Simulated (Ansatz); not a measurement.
CdIn2O4 (Fd-3m) from a database of computed structures: an Ansatz output whose functional has been blanked. Cell and atoms come from a relaxation with r2SCAN.

```yaml
crystal:
  lattice:
    - [0.00000, 4.60036, 4.60036]
    - [4.60036, 0.00000, 4.60036]
    - [4.60036, 4.60036, 0.00000]
  atoms:
    - { symbol: Cd, position: [0.25000, 0.25000, 0.25000] }
    - { symbol: Cd, position: [0.00000, 0.00000, 0.00000] }
    - { symbol: In, position: [0.12500, 0.62500, 0.62500] }
    - { symbol: In, position: [0.62500, 0.62500, 0.62500] }
    - { symbol: In, position: [0.62500, 0.12500, 0.62500] }
    - { symbol: In, position: [0.62500, 0.62500, 0.12500] }
    - { symbol: O, position: [0.86188, 0.86188, 0.86188] }
    - { symbol: O, position: [0.83563, 0.38812, 0.38812] }
    - { symbol: O, position: [0.38812, 0.38812, 0.83563] }
    - { symbol: O, position: [0.38812, 0.83563, 0.38812] }
    - { symbol: O, position: [0.86188, 0.86188, 0.41437] }
    - { symbol: O, position: [0.86188, 0.41437, 0.86188] }
    - { symbol: O, position: [0.38812, 0.38812, 0.38812] }
    - { symbol: O, position: [0.41437, 0.86188, 0.86188] }
```

```
Crystal: 14 atoms, lattice volume = 194.718 Å³
Basis set: ecut = 500 eV, 4957 PW (Γ)
Bands: 77, of which v1, the nominal top of the filled ones, is band 70 counted from 1 (69 counted from 0)
Symmetry: 48 space group operations
Space group: Fd-3m (ITA 227)
k-points: 16 of 216
SCF converged after 7 iterations
Free energy (F): -43535.268786 eV
Fermi energy:    8.154210 eV
--- Per-component energies (eV) ---
  E_band       = -999.199095
  E_kinetic    = 3401.647080
  E_local      = -13390.485612
  E_nonlocal   = 1943.605256
  E_hartree    = 5698.095206
  E_xc         = -1719.419534
  E_vxc        = -1751.263491
  E_paw        = -26260.577018
  E_vpaw       = -2715.144925
  E_vtau       = 116.240062
  E_ewald      = -13210.619211
  E_core_change = 2.477115
--- Stress (GPa, compression-positive) ---
        0.007943       0.000000       0.000000
        0.000000       0.007943       0.000000
        0.000000       0.000000       0.007943
  P = ⅓ Tr σ = 0.0079 GPa (0.079 kbar)
--- Band table (eV; the first three rows and the last of 16) ---
  k-point 0: bands = […, 8.0058, 8.0506, 8.0506, 8.0506, 8.0888, 8.0888, 9.7221, 13.9541, 14.5346, 14.5346, …]
  k-point 1: bands = […, 7.8713, 7.9846, 7.9846, 7.9960, 8.0967, 8.0967, 10.3093, 13.9996, 14.7130, 14.7201, …]
  k-point 2: bands = […, 7.6286, 7.8765, 7.9065, 7.9065, 8.1372, 8.1372, 11.3882, 13.4949, 14.6692, 15.1746, …]
  k-point 15: bands = […, 7.4729, 7.4729, 7.7391, 7.7391, 8.0446, 8.0446, 13.4396, 13.4396, 14.1533, 14.1533, …]
```

Levels at the listed points, from bands.tsv (eV from the Fermi energy, bands near the gap, counted from 0):
```tsv
# k_distance	band_65	band_66	band_67	band_68	band_69	band_70	band_71	band_72	band_73
# fermi_ev = 8.154210
# [0, 0, 0] at k_distance = 0.000000
# [0.5, 0, 0.5] at k_distance = 0.682901
# [0.625, 0.25, 0.625] at k_distance = 0.924343
# [0.375, 0.375, 0.75] at k_distance = 1.342532
# [0.5, 0.5, 0.5] at k_distance = 1.760722
# [0.5, 0.25, 0.75] at k_distance = 2.243606
# [0, 0, 0.5] at k_distance = 2.726490
# levels_relative_to = fermi_ev
0.000	-0.104	-0.104	-0.104	-0.065	-0.065	1.568	5.800	6.380	6.380
0.683	-0.710	-0.189	-0.189	-0.083	-0.083	5.067	5.067	6.672	6.672
0.924	-0.593	-0.480	-0.359	-0.203	-0.011	5.255	5.288	5.457	6.753
1.343	-0.593	-0.480	-0.359	-0.203	-0.011	5.255	5.288	5.457	6.753
1.761	-0.345	-0.289	-0.289	0.000	0.000	4.298	4.421	6.582	7.323
2.244	-0.675	-0.536	-0.536	-0.130	-0.130	5.454	5.454	5.742	5.742
2.726	-0.345	-0.289	-0.289	0.000	0.000	4.298	4.421	6.582	7.323
```
In order the rows are Γ, X, U, K, L, W, L.

Q: Which functional gave these numbers?
A. r2SCANh
B. r2SCAN
C. PBE
D. LDA

A: B. r2SCAN. The term E_vtau belongs to a meta-GGA, which reads the kinetic-energy density. There is no exchange loop, so no exact exchange. The stress vanishes on a cell relaxed with r2SCAN. r2SCAN gives an indirect gap of 1.57 eV, from L to Γ; the least direct gap is 1.63 eV at Γ. Within one family of functionals the choice rests on the size of the gap and stress, not on a line of the log.

Wall time 7.3 s on 1 × NVIDIA H100 80GB HBM3 with 2 threads of AMD EPYC 7R13 Processor (Zen 3), with other jobs on the host, load about 3.1 per core; peak host memory 1.7 GiB.

Spin-unpolarised throughout; all numbers are computed.

Spin-orbit coupling is left out.
